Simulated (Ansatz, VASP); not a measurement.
# One calculation of C, two programs

The input INCAR:

```
SYSTEM = C
PREC     = Accurate       ! precision mode
ENCUT    = 520            ! plane-wave cutoff, eV
EDIFF    = 1E-6           ! SCF threshold, eV
ISMEAR   = 0              ! smearing method
SIGMA    = 0.05           ! smearing width, eV
LREAL    = .FALSE.        ! projectors in reciprocal space
LASPH    = .TRUE.         ! aspherical terms in the spheres
NELM     = 100            ! most SCF steps
ALGO     = Normal         ! electronic algorithm
ISIF     = 2              ! what is computed and relaxed
LWAVE    = .FALSE.        ! write WAVECAR
LCHARG   = .FALSE.        ! write CHGCAR
GGA      = PE             ! functional
IVDW     = 12             ! dispersion correction
NBANDS   = 11             ! bands
```

Contents of KPOINTS:

```
regular mesh
0
G
  15 15 15
  0 0 0
```

File POSCAR:

```
C
1.0
    1.1666250292      0.6735512746      3.4306861104
   -1.1666250292      0.6735512746      3.4306861104
    0.0000000000     -1.3471025493      3.4306861104
C
2
Direct
    0.1640000000      0.1640000000      0.1640000000
    0.8360000000      0.8360000000      0.8360000000
```

Input for Ansatz:

```yaml
crystal:
  lattice:
    - [1.1666250292, 0.6735512746, 3.4306861104]
    - [-1.1666250292, 0.6735512746, 3.4306861104]
    - [0.0, -1.3471025493, 3.4306861104]
  atoms:
    - { symbol: C, position: [0.164, 0.164, 0.164] }
    - { symbol: C, position: [0.836, 0.836, 0.836] }
basis:
  ecutwfc: 420
kpoints:
  mp_grid: { grid: [15, 15, 15] }
hamiltonian:
  xc: pbe
  dispersion: d3bj
scf:
  occupations: { method: gaussian, width: 0.05 }
output:
  forces: true
  stress: true
  eigenvalues: true
```

Change from the starting cell: strain -0.050 along x and y, +0.025 along z, atoms carried along.

Alike in both runs: task single point; functional PBE; dispersion D3(BJ); k mesh 15 × 15 × 15; occupations gaussian, width 0.05 eV; no spin polarisation.

```csv
,VASP,Ansatz
version,VASP 6.6.1,Ansatz 0.2.0
potentials or method,"VASP PAW PBE potentials, release 64 (C)","scalar-relativistic, plane waves, PAW"
plane-wave cutoff (eV),520,420
valence electrons in the cell,8,8
```

```tsv
	VASP	Ansatz	Ansatz less VASP
gap on the k mesh at the Fermi level (eV)	0.61	0.61	-0.001
least direct gap on the mesh (eV)	0.61	0.61	-0.001
pressure (GPa)	58.3	57.9	-0.43
largest component of the traceless stress (GPa)	59.77	59.21	-0.562
rms of the force components (eV/Å)	0.476	0.476	+0.0003
```

Atom by atom the forces differ by 0.000 eV/Å (rms over components).

Caveats: so large a pressure means that the cell lies far from this level's equilibrium, or that cutoff or potentials fall short (VASP); an odd mesh through Γ misses points on the zone boundary, where band edges often lie.
